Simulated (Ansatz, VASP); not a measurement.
V in VASP and in Ansatz

The input POSCAR:

```
V
1.0
   -1.5143500000      1.5143500000      1.5143500000
    1.5143500000     -1.5143500000      1.5143500000
    1.5143500000      1.5143500000     -1.5143500000
V
1
Direct
    0.0000000000      0.0000000000      0.0000000000
```

INCAR.step1

```
SYSTEM = V
  PREC = Accurate
  ENCUT = 520
  ISMEAR = 0
  SIGMA = 0.1
  LREAL = .FALSE.
  LASPH = .TRUE.
  NELM = 150
  ISPIN = 2
  MAGMOM = 2
  LMAXMIX = 4
  NBANDS = 16
  GGA = PE
  ALGO = Normal
  EDIFF = 1E-4
  LWAVE = .TRUE.
  LCHARG = .FALSE.
```

File INCAR.step2:

```
SYSTEM = V
  PREC = Accurate
  ENCUT = 520
  EDIFF = 1E-6
  ISMEAR = 0
  SIGMA = 0.1
  LREAL = .FALSE.
  LASPH = .TRUE.
  NELM = 150
  ALGO = Normal
  ISIF = 2
  LWAVE = .FALSE.
  LCHARG = .FALSE.
  ISPIN = 2
  MAGMOM = 2
  LORBIT = 11
  LMAXMIX = 4
  METAGGA = R2SCAN
  LMIXTAU = .TRUE.
  NBANDS = 16
  ISTART = 1
```

Contents of KPOINTS:

```
regular mesh
0
G
  8 8 8
  0 0 0
```

Input for Ansatz:

```yaml
crystal:
  lattice:
    - [-1.51435, 1.51435, 1.51435]
    - [1.51435, -1.51435, 1.51435]
    - [1.51435, 1.51435, -1.51435]
  atoms:
    - { symbol: V, position: [0.0, 0.0, 0.0], spin: 2.0 }
basis:
  ecutwfc: 500
kpoints:
  mp_grid: { grid: [8, 8, 8] }
hamiltonian:
  xc: r2scan
scf:
  occupations: { method: gaussian, width: 0.1 }
  lower_state_search: "off"
output:
  forces: true
  stress: true
  eigenvalues: true
  populations: true
magnetization:
  spin_polarized: true
```

Alike in both runs: task single point; functional r2SCAN; k mesh 8 × 8 × 8; occupations gaussian, width 0.1 eV; collinear spin.

|  | VASP | Ansatz |
| --- | --- | --- |
| version | VASP 6.6.1 | Ansatz 0.2.0 |
| potentials or method | VASP PAW PBE potentials, release 64 (V_sv) | scalar-relativistic, plane waves, PAW |
| plane-wave cutoff (eV) | 520 | 500 |
| valence electrons in the cell | 13 | 13 |

|  | VASP | Ansatz | Ansatz less VASP |
| --- | --- | --- | --- |
| gap on the k mesh at the Fermi level (eV) | none | none | - |
| pressure (GPa) | -8.6 | -8.8 | -0.24 |
| net moment per atom (μB) | 0.00 | 0.29 | +0.288 |
| size of the moment on the site where the two differ most (μB) | 0.00 | 0.25 | +0.245 |

The net moments differ so much that the two runs ended in different magnetic states, which moves the other rows too. Site moments also hang on the region over which each program counts them. A gap of «none» marks a metal or a gap that the smearing closes. Ansatz warned: «stability_check_not_made».

Caveats: the k mesh is coarse (spacing up to 0.37 Å⁻¹), so the values aren't converged; the PAW data sets were made with another functional, which shifts forces and pressure a little (VASP).
